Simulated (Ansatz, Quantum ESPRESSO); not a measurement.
# TaN(001): the work function at a withheld member of a series

Method. Quantum ESPRESSO 7.5, PBE, GBRV ultrasoft. Symmetric 1×1 slabs with 16 Å of vacuum in the starting cell; the two outer layers of each face relax in a periodic cell and the inner ones are held; a run under open boundaries (ESM, bc1) then gives the work function. Cold smearing of 0.02 Ry, one mesh for all thicknesses. The slabs take the lattice constants of the bulk relaxed by the same program. The series steps the number of layers.

```tsv
number of layers	work function (eV)
3 layers	3.450
4 layers	3.122
5 layers	3.095
6 layers	3.079
7 layers	3.026
```

To predict: What is the work function at 8 layers?

By hand: The rows at 6 layers and 7 layers give a slope of (3.026 − (3.079))/(7 − (6)) = −0.053, so a straight line gives 2.973 eV. A parabola through these and the row at 5 layers gives 2.936 eV.

What the calculation gave: 3.037 eV. The line misses by −0.064 and the parabola by −0.101 eV. Neither catches the point well; the series is not smooth on this step.

Caveats: Unreconstructed faces. One mesh, so part of the swing with thickness is sampling. Members without a usable value, or on the other side of zero field or charge, are not listed.

[Logs are printed without paths, hosts, clocks, repeated set-up lines and the standing remarks that a program may print on its own settings, such as how far it seeks lower states.]
